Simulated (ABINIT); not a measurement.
The system is ZrN.

```
Zr N
1.0
     0.00000    2.30000    2.30000
     2.30000    0.00000    2.30000
     2.30000    2.30000    0.00000
Zr N
1 1
Direct
  0.50000 0.50000 0.50000
  0.00000 0.00000 0.00000
```

- Program: ABINIT 10.8.3 (patched build)
- Task: relaxation of cell and atoms
- Functional: PBE
- Dispersion: D3
- Potentials or basis: PseudoDojo NC SR PBE v0.4 stringent
- Cutoff: 1143 eV
- k mesh: 8 × 8 × 8
- Occupations: fermi-dirac, width 0.05 eV
- Spin: no spin polarisation

At the start: pressure -5.8 GPa; volume 12.17 Å³/atom.

How do energy, volume and symmetry change on relaxing?

Over 4 steps the energy falls by 5.1 meV/atom and the volume is 11.89 Å³/atom (-2.3 %); space group Fm-3m (No. 225, to 0.05 Å).

Step by step:
```csv
step,energy change (eV),largest force (eV/Å),pressure (GPa),volume (Å³)
1,0.0000,0.0000,-5.78,24.33
2,-0.0097,0.0000,-1.42,23.91
3,-0.0103,0.0000,0.04,23.77
4,-0.0103,0.0000,0.00,23.78
```

Final structure:
```cif
data_structure
_symmetry_space_group_name_H-M 'P 1'
_symmetry_Int_Tables_number 1
_cell_length_a 3.2276
_cell_length_b 3.2276
_cell_length_c 3.2276
_cell_angle_alpha 60.000
_cell_angle_beta 60.000
_cell_angle_gamma 60.000
_cell_volume 23.78
loop_
_atom_site_label
_atom_site_type_symbol
_atom_site_fract_x
_atom_site_fract_y
_atom_site_fract_z
_atom_site_occupancy
Zr1 Zr 0.50000 0.50000 0.50000 1
N1 N 0.00000 0.00000 0.00000 1
```

Caveat: pairwise dispersion overbinds metals, which lowers pressure and volume.
